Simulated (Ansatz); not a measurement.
Below is a relaxed structure of ZrH6. The cell was found from a structure generator's guess, not taken from experiment.

The calculation used Ansatz 0.2.0, DFT PBE, scalar-relativistic, plane waves, PAW. Cutoff 420 eV, Γ-centred mesh, Gaussian smearing, no spin polarisation.

```
Zr H
1.0
     2.40339    1.38760    4.48931
    -2.40339    1.38760    4.48931
     0.00000   -2.77519    4.48931
Zr H
2 12
Direct
  0.00000 0.00000 0.00000
  0.50000 0.50000 0.50000
  0.44411 0.03467 0.85543
  0.85543 0.44411 0.03467
  0.03467 0.85543 0.44411
  0.64457 0.46533 0.05589
  0.46533 0.05589 0.64457
  0.05589 0.64457 0.46533
  0.55589 0.96533 0.14457
  0.14457 0.55589 0.96533
  0.96533 0.14457 0.55589
  0.35543 0.53467 0.94411
  0.53467 0.94411 0.35543
  0.94411 0.35543 0.53467
```

Formation energies are uncorrected and refer to the elements' standard structures at the same level (H₂ as a molecule).

Q: Find its symmetry and describe it.

A: R-3c (No. 167). Conventional cell: a = 4.807 Å, c = 13.468 Å. Around Zr lie 12 H at 2.09–2.11 Å; H is surrounded by 1 H at 0.99 Å, 1 H at 1.72 Å and 2 Zr at 2.09–2.11 Å.

Q: How far does it lie from the elements in energy?

A: +0.21 eV/atom. It can't be a ground state, since the elements alone are lower.

Q: Is it a metal?

A: Yes, bands cross the Fermi level on the 12×12×12 mesh.

The last run used a 12×12×12 mesh for its 14-atom cell and Gaussian smearing of 0.10 eV. With hydrogen, zero-point motion can shift formation energies by some tens of meV/atom. Symmetry constrained the relaxation, so the result can be a saddle point.
